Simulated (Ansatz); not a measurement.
A plane-wave DFT run in Ansatz 0.2.0 (scalar-relativistic PAW potentials unless the input names others): input and command.

```yaml
crystal:
  lattice:
    - [1.360301624, -2.4788570173, 0.0]
    - [1.360301624, 2.4788570173, 0.0]
    - [0.0, 0.0, 2.7301004696]
  atoms:
    - { symbol: Ge, position: [0.5, 0.5, 0.0] }
basis:
  ecutwfc: 420
kpoints:
  mp_grid: { grid: [28, 28, 26] }
hamiltonian:
  xc: pbesol
  dispersion: d3bjatm
scf:
  occupations: { method: gaussian, width: 0.15 }
  lower_state_search: light
output:
  forces: true
  eigenvalues: true
  stress: true
```

```bash
ansatz run input.yaml --threads 1 --pin off --max-ram 2560MiB --backend cpu --events-out ev --progress --plain --runs-dir out
```

Abridged log:
```
Pseudopotentials: kind: paw
Pseudopotential: Ge, paw, valence charge 14, recommended cutoff 420 eV (normal)
Functional definition: PBEsol
Crystal: 1 atom, lattice volume = 18.412 Å³
Basis set: ecut = 420 eV, 373 PW (Γ), exchange–correlation on 40×40×40 points (8 copies of the dense FFT grid, shifted against one another)
Bands: 11, of which v1, the nominal top of the filled ones, is band 7 counted from 1 (6 counted from 0)
Symmetry: 8 space group operations
Space group: Cmmm (ITA 65), of the structure as read, at distance tolerance 2.6e-5 Å
k-points: 2954 of 20384
Initial density: superposition of atomic densities (neutral atoms: chi_scale 0, normalization atom), corrected by the library's trained network
Initial wavefunctions: pseudopotential atomic-orbital guess
Functional: x = pbesol(κ = 0.804, μ = 0.12345679), c = pbesol(β = 0.046)
SCF iter   1: F=—  HF=-4253.614899 eV  |F-HF|=—  |Δ(HF+E_count)|=         —  Δρ=2.29e-3  dr2=4.24e-4  ethr=1.77e-3  ⟨swp⟩=5.0  Hψ=179669  notcnv=0
SCF iter   2: F=—  HF=-4253.614500 eV  |F-HF|=—  |Δ(HF+E_count)|=   3.98e-4  Δρ=1.08e-3  dr2=1.28e-4  ethr=3.03e-6  ⟨swp⟩=2.0  Hψ=74276  notcnv=0
SCF iter   3: F=—  HF=-4253.614500 eV  |F-HF|=—  |Δ(HF+E_count)|=   2.16e-8  Δρ=4.11e-4  dr2=1.67e-5  ethr=9.14e-7  ⟨swp⟩=1.0  Hψ=32120  notcnv=0
SCF iter   4: F=—  HF=-4253.614501 eV  |F-HF|=—  |Δ(HF+E_count)|=   4.19e-7  Δρ=2.38e-5  dr2=4.33e-8  ethr=1.19e-7  ⟨swp⟩=1.1  Hψ=32338  notcnv=0
SCF iter   5: F=-4253.614501 eV  HF=-4253.614501 eV  |F-HF|=1.29e-9  |Δ(HF+E_count)|=   3.57e-8  Δρ=2.91e-6  dr2=6.54e-10  ethr=3.10e-10  ⟨swp⟩=2.8  Hψ=51890  notcnv=0
SCF iter   6: F=-4253.614501 eV  HF=-4253.614501 eV  |F-HF|=5.46e-11  |Δ(HF+E_count)|=   1.41e-9  Δρ=5.02e-7  dr2=5.65e-11  ethr=4.67e-12  ⟨swp⟩=1.3  Hψ=90438  notcnv=0
SCF 1 converged in 6 iterations: F = -4253.614501 eV  dr2 = 5.65e-11
SCF converged after 6 iterations
Free energy (F): -4253.614501 eV
Harris-Foulkes:  -4253.614501 eV  (|F-HF|=5.46e-11)
Internal energy: -4253.609841 eV  (E = F + TS)
E sigma→0 (E₀):  -4253.612171 eV
Entropy (-TS):   -0.004660 eV (-4.660 meV/atom)
Fermi energy:    11.182516 eV
  E_disp       = -0.315890  (pairwise vdW)
--- Forces (eV/Å), atoms counted from 1 ---
  atom   1  Ge     0.00000000     0.00000000     0.00000000
--- Stress (GPa, compression-positive) ---
        1.879351       0.000000       0.000000
        0.000000      -0.780255       0.000000
        0.000000       0.000000      -7.845738
  P = ⅓ Tr σ = -2.2489 GPa (-22.489 kbar)
```

Apart from outputs and empty bands, the input differs from a reference run on usual settings in scf.lower_state_search: not typed → "light"; hamiltonian.dispersion: not typed → "d3bjatm". The reference, at the same geometry (not necessarily relaxed), gave pressure 0.43 GPa, largest force 0.000 eV/Å, no gap on the mesh. This run converged in 6 SCF iterations (reference: 6) with an energy at zero smearing 316 meV/atom below the reference's (the Hamiltonian itself differs), pressure -2.25 GPa, largest force 0.000 eV/Å, no gap on the mesh.

It took 27 s on 1 thread of Arm Neoverse V2, with other jobs on the host, peak memory 0.85 GiB.